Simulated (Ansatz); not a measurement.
# Sn3H8: the cost of one run

Program: Ansatz 0.2.0. Level of theory: DFT PBE, scalar-relativistic, plane waves, PAW. These are calculated values, not measurements.

2 further runs of the same task are left out: 2 set aside as unsound or not needed.

### Step 1. The structure to begin with

It takes space group Fd-3m (No. 227, cubic). The conventional cell has a = 6.655 Å, b = 6.655 Å, c = 6.655 Å, α = 90.00°, β = 90.00°, γ = 90.00°. Sn (site symmetry -43m) is surrounded by 4 Sn at 2.88 Å.

Coordinates:

```
Sn
1.0
     0.00000    3.32732    3.32732
     3.32732    0.00000    3.32732
     3.32732    3.32732    0.00000
Sn
2
Direct
  0.00000 0.00000 0.00000
  0.25000 0.25000 0.25000
```

This cell was relaxed beforehand with the same method: volume 36.84 Å³/atom, gap on the mesh none (metal).

### Step 2. Building the cluster of 3 host atoms with H caps, cut as a sphere about point 0.26 0.45 0.45

The cluster is cut from the relaxed crystal and set in a periodic box with vacuum round it. Its excess energy counts from the bulk, -6024.2124 eV an atom. Each H cap counts from half an H2 molecule (-15.872 eV in a separate run).

The cell holds 3 Sn, 8 H: a = 11.600 Å, b = 13.600 Å, c = 13.900 Å, α = 90.00°, β = 90.00°, γ = 90.00°.

### Step 3. The relaxation run

File input.yaml:

```yaml
crystal:
  lattice:
    - [11.6, 0.0, 0.0]
    - [0.0, 13.6, 0.0]
    - [0.0, 0.0, 13.9]
  atoms:
    - { symbol: Sn, position: [0.5717095852, 0.6223281159, 0.6196879408] }
    - { symbol: Sn, position: [0.4282904148, 0.5, 0.5] }
    - { symbol: Sn, position: [0.5717095852, 0.3776718841, 0.3803120592] }
    - { symbol: H, position: [0.4861024763, 0.6953459441, 0.6911298446] }
    - { symbol: H, position: [0.6573166941, 0.6953459441, 0.5482460369] }
    - { symbol: H, position: [0.6573166941, 0.5493102878, 0.6911298446] }
    - { symbol: H, position: [0.3426833059, 0.5730178282, 0.4285580962] }
    - { symbol: H, position: [0.3426833059, 0.4269821718, 0.5714419038] }
    - { symbol: H, position: [0.4861024763, 0.3046540559, 0.3088701554] }
    - { symbol: H, position: [0.6573166941, 0.3046540559, 0.4517539631] }
    - { symbol: H, position: [0.6573166941, 0.4506897122, 0.3088701554] }
basis:
  ecutwfc: 420
kpoints:
  mp_grid: { grid: [1, 1, 1] }
hamiltonian:
  xc: pbe
scf:
  occupations: { method: gaussian, width: 0.05 }
output:
  forces: true
  eigenvalues: true
  populations: true
  write_density: true
  write_potential: true
  elf: true
  volumetric_format: npy
relax:
  adjacent_minimum: "off"
  f_tol: 0.03
  max_steps: 40
```

On the command line:

```console
> ansatz run input.yaml --threads 4 --pin off --max-ram 11264MiB --backend cpu --events-out ev --progress --plain --runs-dir out
```

Q: Estimate wall time and peak memory on 4 threads of Arm Neoverse V1, shared host.

About 16 s, with a peak of 1.1 GiB.
